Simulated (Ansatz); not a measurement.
Theory: DFT PBE, scalar-relativistic, plane waves, PAW (Ansatz 0.2.0). All cells share a 420 eV cutoff and Γ-centred k meshes spaced at most about 0.3 Å⁻¹ (about 0.25 or finer for metals, 2π included). No spin polarisation.

Each guess is relaxed in cell and atoms at zero pressure, on a coarse mesh first where it starts far from rest and then on a converged one. The steps can't lower the symmetry of the start, but it can rise. Energies are static (0 K, no zero-point motion).

Two unrelaxed guesses for BiS4:

A.

```
Bi S
1.0
    -3.36887    3.36887    3.36887
     3.36887   -3.36887    3.36887
     3.36887    3.36887   -3.36887
Bi S
1 4
Direct
  0.00000 0.00000 0.00000
  0.50000 0.50000 0.50000
  0.00000 0.00000 0.50000
  0.00000 0.50000 0.00000
  0.50000 0.00000 0.00000
```

B.

```
Bi S
1.0
    -3.47130    3.47130    3.47130
     3.47130   -3.47130    3.47130
     3.47130    3.47130   -3.47130
Bi S
1 4
Direct
  0.00000 0.00000 0.00000
  0.00000 0.00000 0.74631
  0.74631 0.00000 0.00000
  0.00000 0.74631 0.00000
  0.25369 0.25369 0.25369
```

Problem. Which guess leads to the lower structure, and by how much?

Solution. Both fall into one structure. A: Im-3m at 30.6 Å³/atom → Im-3m at 25.9 Å³/atom; B: I-43m at 33.5 Å³/atom → Im-3m at 25.9 Å³/atom. Conventional cell: a = 6.374 Å. Bi has 8 S at 2.76 Å; S has 2 Bi at 2.76 Å and 6 S at 3.19 Å.

```
Bi S
1.0
    -3.18690    3.18690    3.18690
     3.18690   -3.18690    3.18690
     3.18690    3.18690   -3.18690
Bi S
1 4
Direct
  0.00000 0.00000 0.00000
  0.50000 0.50000 0.50000
  0.00000 0.00000 0.50000
  0.00000 0.50000 0.00000
  0.50000 0.00000 0.00000
```

Ends held by symmetry can be saddle points. This end isn't the lowest form computed: that has space group P4/mmm (No. 123) and lies 0.57 eV/atom below it. Even the lowest of the cells shown lies +0.81 eV/atom against the elements. Spin–orbit coupling, which can matter for Bi, is left out. An odd number of electrons in the primitive cell allows no gap without spin; a larger cell or a magnetic state could open one. Some candidate types were left out of the draw beforehand, so a known form may be missing.
